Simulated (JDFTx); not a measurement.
A run of JDFTx 1.7.0 (patched build):

File Ge.in:

```
lattice \
    0.0000000000     5.3458651312     5.3458651312 \
    5.3458651312     0.0000000000     5.3458651312 \
    5.3458651312     5.3458651312     0.0000000000
coords-type Cartesian
ion Ge     8.0187976968     8.0187976968     8.0187976968 1
ion Ge     5.3458651312     5.3458651312     5.3458651312 1

ion-species pseudo/Ge.upf
elec-cutoff 39 312
elec-ex-corr gga-PBEsol
kpoint-folding 8 8 8
elec-smearing Fermi 0.0018374661
elec-n-bands 21
electronic-SCF nIterations 100 energyDiffThreshold 1e-09
electronic-minimize nIterations 30 energyDiffThreshold 1e-7
converge-empty-states yes
forces-output-coords Cartesian

dump-name run.$VAR
dump End Ecomponents EigStats BandEigs Kpoints Forces Stress ElecDensity Dtot KEdensity
```

Potentials or basis: PseudoDojo-SR-PBEsol-0.4.1-standard with smoothed tails.

The run is started by

```bash
$ jdftx -c 1 -i Ge.in -o Ge.out
```

Hardware: 1 thread of AMD EPYC 9R45 96-Core Processor (Zen 5) (shared host).

**Question.** Estimate the wall time of this run.

**Answer.** Run time: 45 s on 1 thread of AMD EPYC 9R45 96-Core Processor (Zen 5) (shared host), peak memory 0.16 GiB. Counts: scf iterations 13, bands 21, k points 29, plane waves 3553.
